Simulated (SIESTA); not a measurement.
The system is CuAu.

```xyz
2
Lattice="2.8107 0.0000 0.0000 0.0000 2.8107 0.0000 0.0000 0.0000 3.6850" Properties=species:S:1:pos:R:3 pbc="T T T"
Au    0.0000    0.0000    0.0000
Cu    1.4054    1.4054    1.8425
```

* Program: SIESTA 5.4.2
* Task: single point
* Functional: PBE
* Potentials or basis: PseudoDojo 0.4 standard (PBE files)
* Basis: DZP (energy shift 0.002 Ry)
* Grid cutoff: 800 Ry
* Energy shift: 0.002 Ry
* k mesh: 9 × 9 × 7
* Occupations: fermi-dirac, width 0.05 eV
* Spin: no spin polarisation

On this cell: pressure 5.2 GPa; largest force under 0.003 eV/Å; band gap on the k mesh none (metal or under the smearing width).

The same run follows on a disturbed copy (atoms moved at random, drawn with an rms of 0.05 Å):

```xyz
2
Lattice="2.8107 0.0000 0.0000 0.0000 2.8107 0.0000 0.0000 0.0000 3.6850" Properties=species:S:1:pos:R:3 pbc="T T T"
Au   -0.0198    0.0089   -0.0574
Cu    1.3957    1.3765    1.8232
```

What changes?

The energy (extrapolated to zero smearing) moves by +4.3 meV/atom; pressure 5.4 GPa; largest force 0.347 eV/Å; band gap on the k mesh none (metal or under the smearing width).

Forces on the atoms (eV/Å):
```
Au   0.039 -0.154  0.308
Cu  -0.038  0.153 -0.308
```

Stress tensor (GPa, compression positive):
```
 5.76 -0.02  0.05
-0.02  5.68 -0.19
 0.05 -0.19  4.76
```

Caveats: semicore shells carry a single zeta, which can move pressures by several GPa and volumes by a few percent; the basis of atomic orbitals isn't converged, which shifts pressures, moduli and gaps.
